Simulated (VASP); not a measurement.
A run of VASP 6.6.1:

The input INCAR:

```
SYSTEM = InP
  ALGO = Normal
  EDIFF = 1E-7
  EDIFFG = -0.005
  ENCUT = 600
  GGA = PS
  IBRION = 2
  ISIF = 3
  ISMEAR = 0
  KPAR = 2
  LASPH = .True.
  LCHARG = .False.
  LREAL = .False.
  LWAVE = .False.
  NELM = 80
  NSW = 90
  PREC = Accurate
  SIGMA = 0.03
```

Contents of KPOINTS:

```
k-points
0
Gamma
  10 10 10
  0 0 0
```

The input POSCAR:

```
InP                                     
1.0
    0.0000000000      2.9394456025      2.9394456025
    2.9394456025     -0.0000000000      2.9394456025
    2.9394456025      2.9394456025      0.0000000000
  In              P             
     1     1
Direct
     0.0000000000000000    0.0000000000000000    0.0000000000000000
     0.2500000000000000    0.2500000000000000    0.2500000000000000
```

Potentials or basis: VASP PAW PBE potentials, release 64 (In_d, P).

Launch:

```console
$ cat potpaw_PBE.64/In_d/POTCAR potpaw_PBE.64/P/POTCAR > POTCAR
$ mpirun -np 2 vasp_std > vasp.out
```

Hardware: 2 MPI ranks on Intel(R) Xeon(R) 6975P-C (Granite Rapids) (shared host).

Q: How long does it take, and how much memory?

A: It took 9.1 s on 2 MPI ranks on Intel(R) Xeon(R) 6975P-C (Granite Rapids) (shared host), peak memory 0.21 GiB a rank. Counts: scf iterations 13, k points 47, ion steps 1.
